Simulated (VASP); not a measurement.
# Cs (P6_3/mmc) in VASP: further runs

The runs below take Cs through single point, relaxation of cell and atoms, with PBE.

All numbers are computed with VASP 6.6.1; they aren't measurements. Logs are shortened: lines on timing, memory, paths and dates and some standing lists are left out, and cuts for length are marked.

## 1. The structure

It takes space group P6_3/mmc (No. 194, hexagonal). Conventional cell: a = 5.390 Å, b = 5.390 Å, c = 8.803 Å, α = 90.00°, β = 90.00°, γ = 120.00°.

The cell was built by a generator and needn't be a form met in nature.

## 2. Single point, PBE

The input, INCAR:

```
SYSTEM = Cs
ALGO = Normal
EDIFF = 1E-7
ENCUT = 520
GGA = PE
ISIF = 2
ISMEAR = 0
LASPH = .True.
LCHARG = .True.
LELF = .True.
LREAL = .False.
LVHAR = .True.
LWAVE = .False.
NBANDS = 16
NELM = 100
PREC = Accurate
SIGMA = 0.05
```

The input, KPOINTS:

```
k-points
0
Gamma
  4 4 2
  0 0 0
```

The input, POSCAR:

```
Cs
1.0
    5.3895636430      0.0000000000      0.0000000000
   -2.6947818215      4.6674990301      0.0000000000
    0.0000000000      0.0000000000      8.8029539502
Cs
2
Direct
    0.3333333333      0.6666666667      0.7500000000
    0.6666666667      0.3333333333      0.2500000000
```

Potentials or basis: VASP PAW PBE potentials, release 64 (Cs_sv).

Run with:

```bash
> cat potpaw_PBE.64/Cs_sv/POTCAR > POTCAR
> mpirun -np 1 vasp_std > vasp.out
```

OUTCAR:

```text
SYSTEM = Cs
   EDIFF = 1E-7
   ENCUT = 520
   GGA = PE
   ISIF = 2
   ISMEAR = 0
   LASPH = .True.
   LREAL = .False.
   NELM = 100
   PREC = Accurate

 ion  position               nearest neighbor table
   1  0.333  0.667  0.750-
   2  0.667  0.333  0.250-

  LATTYP: Found a hexagonal cell.
 ALAT       =     5.3895636430
 C/A-ratio  =     1.6333333333

  Lattice vectors:

 A1 = (   5.3895636430,   0.0000000000,   0.0000000000)
 A2 = (  -2.6947818215,   4.6674990301,   0.0000000000)
 A3 = (   0.0000000000,   0.0000000000,   8.8029539502)

Analysis of symmetry for initial positions (statically):
=====================================================================
 Subroutine PRICEL returns:
 Original cell was already a primitive cell.

 Routine SETGRP: Setting up the symmetry group for a
 hexagonal supercell.

 Subroutine GETGRP returns: Found 24 space group operations
 (whereof 12 operations were pure point group operations)
 out of a pool of 24 trial point group operations.

The static configuration has the point symmetry D_3d.
 The point group associated with its full space group is D_6h.

Analysis of symmetry for dynamics (positions and initial velocities):
=====================================================================
 Subroutine PRICEL returns:
 Original cell was already a primitive cell.

 Routine SETGRP: Setting up the symmetry group for a
 hexagonal supercell.

 Subroutine GETGRP returns: Found 24 space group operations
 (whereof 12 operations were pure point group operations)
 out of a pool of 24 trial point group operations.

The dynamic configuration has the point symmetry D_3d.
 The point group associated with its full space group is D_6h.

 Subroutine INISYM returns: Found 24 space group operations
 (whereof 12 operations are pure point group operations),
 and found     1 'primitive' translations

----------------------------------------------------------------------------------------

                                     Primitive cell

  volume of cell :     221.4452

  direct lattice vectors                    reciprocal lattice vectors
     5.389563643  0.000000000  0.000000000     0.185543778  0.107123750  0.000000000
    -2.694781821  4.667499030  0.000000000     0.000000000  0.214247500  0.000000000
     0.000000000  0.000000000  8.802953950     0.000000000  0.000000000  0.113598231

  length of vectors
     5.389563643  5.389563643  8.802953950     0.214247500  0.214247500  0.113598231

  position of ions in fractional coordinates (direct lattice)
[... 62 lines left out ...]
   EDIFF  = 0.1E-06   stopping-criterion for ELM
   LREAL  =      F    real-space projection
   EDIFFG = 0.1E-05   stopping-criterion for IOM
   NSW    =      0    number of steps for IOM
   IBRION =     -1    ionic relax: 0-MD 1-quasi-New 2-CG
   NFREE  =      0    steps in history (QN), initial steepest desc. (CG)
   ISIF   =      2    stress and relaxation
   ISYM   =      2    0-nonsym 1-usesym 2-fastsym
   POTIM  = 0.5000    time-step for ionic-motion
   TEBEG  =    0.0;   TEEND  =   0.0 temperature during run
   PSTRESS=    0.0 pullay stress
   NELECT =      18.0000    total number of electrons
   NUPDOWN=      -1.0000    fix difference up-down
   EMIN   =  10.00;   EMAX   =-10.00  energy-range for DOS
   EFERMI =   0.00;   METHOD = LEGACY
   ISMEAR =     0;   SIGMA  =   0.05  broadening in eV -4-tet -1-fermi 0-gaus
   EFERMI_NEDOS =   21; number of points for ismear=-14 and -15
   IALGO  =     38    algorithm
   IMIX   =      4    mixing-type and parameters
     AMIX     =   0.40;   BMIX     =  1.00
     AMIX_MAG =   1.60;   BMIX_MAG =  1.00
  volume/ion in A,a.u.               =     110.72       747.19
  Fermi-wavevector in a.u.,A,eV,Ry     =   0.709159  1.340116  6.842457  0.502906
  Thomas-Fermi vector in A             =   1.795667
   LORBIT       =      0    0 simple, 1 ext, 2 COOP (PROOUT), +10 PAW based schemes
   GGA     = PE    functional components
   LHFCALC =     F    Hartree Fock is set to
   AEXX    =    0.0000 exact exchange contribution
   IVDW    =     0    specifies the selected vdW correction
   LEPSILON=     F    determine dielectric tensor
   LRPA    =     F    only Hartree local field effects (RPA)
 non-spin polarized calculation
 Gauss-broadening in eV      SIGMA  =   0.05
  energy-cutoff  :      520.00
  volume of cell :      221.45
 maximum number of plane-waves:      5988
   NGX = 21   NGY = 21   NGZ = 33

 number of electron      18.0000001 magnetization

 Free energy of the ion-electron system (eV)
  ---------------------------------------------------
  ext. energy  EPLUGINS =         0.00000000
  ---------------------------------------------------
  free energy    TOTEN  =        -1.69558475 eV

  energy without entropy =       -1.69195604  energy(sigma->0) =       -1.69377039

 E-fermi :   0.6713     XC(G=0):  -5.4987

 val. band max:        0.5332799547   @ k =   0.5000  -0.0000   0.0000
 cond. band min:       0.7074521742   @ k =   0.5000  -0.0000   0.5000
 fundamental gap:      0.1741722196
 Fermi energy:         0.6713496288

 k-point     1 :       0.0000    0.0000    0.0000
  band No.  band energies     occupation
      1     -23.2724      2.00000
      2     -23.2651      2.00000
      3     -10.1661      2.00000
      4     -10.0324      2.00000
      5     -10.0324      2.00000
      6     -10.0114      2.00000
[... 129 lines left out ...]
      3     -10.1396      2.00000
      4     -10.1396      2.00000
      5     -10.0816      2.00000
      6     -10.0816      2.00000
[... 8 lines left out ...]
     15       3.1768      0.00000
     16       3.1768      0.00000

------------------------ aborting loop because EDIFF is reached ----------------------------------------

  FORCE on cell =-STRESS in cart. coord.  units (eV):
  Direction    XX          YY          ZZ          XY          YZ          ZX
  --------------------------------------------------------------------------------------
  -------------------------------------------------------------------------------------
  Total        0.2371527      0.2371527      0.0047777      0.0000000      0.0000000      0.0000000
  in kB        1.7158226      1.7158226      0.0345670      0.0000000      0.0000000      0.0000000
  external PRESSURE =       1.1554040 kB  Pullay stress =       0.0000000 kB

 VOLUME and BASIS-vectors are now :
 -----------------------------------------------------------------------------
  energy-cutoff  :      520.00
  volume of cell :      221.45
      direct lattice vectors                 reciprocal lattice vectors
     5.389563643  0.000000000  0.000000000     0.185543778  0.107123750  0.000000000
    -2.694781821  4.667499030  0.000000000     0.000000000  0.214247500  0.000000000
     0.000000000  0.000000000  8.802953950     0.000000000  0.000000000  0.113598231

 POSITION                                       TOTAL-FORCE (eV/Angst)
 -----------------------------------------------------------------------------------
     -0.00000      3.11167      6.60222         0.000000     -0.000000      0.000000
      2.69478      1.55583      2.20074        -0.000000      0.000000      0.000000
 -----------------------------------------------------------------------------------
    total drift:                               -0.000000      0.000000     -0.000000

  FREE ENERGIE OF THE ION-ELECTRON SYSTEM (eV)
  ---------------------------------------------------
  free  energy   TOTEN  =        -1.6955847546 eV

  energy  without entropy=       -1.6919560351  energy(sigma->0) =       -1.69377039
```

Run time: 31 s. Hardware: 1 thread of Intel Xeon Platinum 8259CL at 2.50GHz (Skylake/Cascade Lake), shared host; peak memory 0.31 GiB.

What came out:

- Free energy: -1.6956 eV
- Pressure: 0.1 GPa
- Band gap on the k mesh: none (metal or under the smearing width)

The run has no spin-orbit coupling, so splittings on Cs are missing.

## 3. Relaxation of cell and atoms, PBE

The input, INCAR:

```
PREC = Accurate
ENCUT = 600
EDIFF = 1E-6
ISMEAR = 0
SIGMA = 0.05
LREAL = False
LASPH = True
NELM = 100
ALGO = Normal
ISIF = 3
LWAVE = False
LCHARG = False
GGA = PE
IBRION = 2
NSW = 80
EDIFFG = -0.03
```

The input, KPOINTS:

```
Automatic mesh
0
Gamma
  4 4 2
```

POSCAR is that of step 2.

Potentials or basis: VASP PAW PBE potentials, release 64 (Cs_sv).

Run with:

```bash
> cat potpaw_PBE.64/Cs_sv/POTCAR > POTCAR
> mpirun -np 1 vasp_std > vasp.out
```

Wall time 65 s (1 thread of Intel Xeon Platinum 8259CL at 2.50GHz (Skylake/Cascade Lake), shared host); peak memory 0.41 GiB.

It converged, with:

```yaml
Free_energy: -1.7024 eV
Relaxed_volume: 115.96 Å³/atom
Relaxed_cell: a = 5.514 Å, b = 5.514 Å, c = 8.808 Å, α = 90.00°, β = 90.00°, γ = 120.00°
Space_group_after_relaxing_to_0.05_Å: P6_3/mmc (No. 194)
Energy_gained_by_relaxing: 3.4 meV/atom
Ionic_steps: 3
Pressure_after_relaxing: 0.0 GPa
Band_gap_on_the_k_mesh: none (metal or under the smearing width)
```

The path:
| step | energy change (eV) | largest force (eV/Å) | pressure (GPa) | volume (Å³) |
| --- | --- | --- | --- | --- |
| 1 | 0.0000 | 0.0000 | 0.12 | 221.45 |
| 2 | -0.0025 | 0.0000 | 0.09 | 224.04 |
| 3 | -0.0068 | 0.0000 | 0.02 | 231.92 |

Final structure:
```cif
data_structure
_symmetry_space_group_name_H-M 'P 1'
_symmetry_Int_Tables_number 1
_cell_length_a 5.5139
_cell_length_b 5.5139
_cell_length_c 8.8082
_cell_angle_alpha 90.000
_cell_angle_beta 90.000
_cell_angle_gamma 120.000
_cell_volume 231.92
loop_
_atom_site_label
_atom_site_type_symbol
_atom_site_fract_x
_atom_site_fract_y
_atom_site_fract_z
_atom_site_occupancy
Cs1 Cs 0.33333 0.66667 0.75000 1
Cs2 Cs 0.66667 0.33333 0.25000 1
```

Levels at points of the mesh, in eV from the Fermi level:
| k point | band 7 | band 8 | band 9 | band 10 | band 11 | band 12 |
| --- | --- | --- | --- | --- | --- | --- |
| (0.00, 0.00, 0.00) | -10.73 | -10.72 | -1.80 | -0.12 | 0.69 | 2.23 |
| (0.50, 0.00, 0.00) | -10.76 | -10.74 | -0.17 | 0.20 | 0.68 | 0.82 |
| (0.00, 0.00, 0.50) | -10.74 | -10.74 | -1.17 | -1.17 | 1.56 | 1.56 |
| (0.50, 0.00, 0.50) | -10.76 | -10.76 | 0.04 | 0.04 | 0.77 | 0.77 |

Spin-orbit coupling is left out, which matters for the levels of Cs.
